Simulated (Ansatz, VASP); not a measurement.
**One calculation of C, two programs**

INCAR

```
SYSTEM = C
  ALGO = Normal
  EDIFF = 1E-6
  ENCUT = 520
  GGA = PS
  ISIF = 2
  ISMEAR = 0
  LASPH = .TRUE.
  LCHARG = .FALSE.
  LREAL = .FALSE.
  LWAVE = .FALSE.
  NBANDS = 11
  NELM = 60
  PREC = Accurate
  SIGMA = 0.02
```

KPOINTS

```
k-points
0
G
  14 14 14
  0 0 0
```

The input POSCAR:

```
C
1.0
    0.0000000000      2.3091562800      3.5943458400
    1.2152410800      0.0000000000      3.5943458400
    1.2152410800      2.3091562800      0.0000000000
C
2
Direct
    0.1431627127      0.8568372873      0.1431627127
    0.8568372873      0.1431627127      0.8568372873
```

Input for Ansatz:

```yaml
crystal:
  lattice:
    - [0.0, 2.30915628, 3.59434584]
    - [1.21524108, 0.0, 3.59434584]
    - [1.21524108, 2.30915628, 0.0]
  atoms:
    - { symbol: C, position: [0.1431627127, 0.8568372873, 0.1431627127] }
    - { symbol: C, position: [0.8568372873, 0.1431627127, 0.8568372873] }
basis:
  ecutwfc: 420
kpoints:
  mp_grid: { grid: [14, 14, 14] }
hamiltonian:
  xc: pbesol
scf:
  occupations: { method: gaussian, width: 0.02 }
output:
  forces: true
  stress: true
  eigenvalues: true
```

Alike in both runs: task single point; functional PBEsol; k mesh 14 × 14 × 14; occupations gaussian, width 0.02 eV; no spin polarisation.

|  | VASP | Ansatz |
| --- | --- | --- |
| version | VASP 6.6.1 | Ansatz 0.2.0 |
| potentials or method | VASP PAW PBE potentials, release 64 (C) | scalar-relativistic, plane waves, PAW |
| plane-wave cutoff (eV) | 520 | 420 |
| valence electrons in the cell | 8 | 8 |

VASP gave:

```
gap on the k mesh at the Fermi level (eV)       : none
pressure (GPa)                                  : -15.1
largest component of the traceless stress (GPa) : 32.51
rms of the force components (eV/Å)              : 4.822
```

What did Ansatz give for the same quantities?

gap on the k mesh at the Fermi level (eV): none; pressure (GPa): -15.5; largest component of the traceless stress (GPa): 33.05; rms of the force components (eV/Å): 4.801.

Atom by atom the forces differ by 0.021 eV/Å (rms over components). A gap of «none» marks a metal or a gap that the smearing closes. With one functional, cell and mesh, what is left measures potentials, basis and numerics.

Caveats: so large a pressure means that the cell lies far from this level's equilibrium, or that cutoff or potentials fall short (VASP); the potentials were made for another functional, which shifts forces and pressure (VASP).
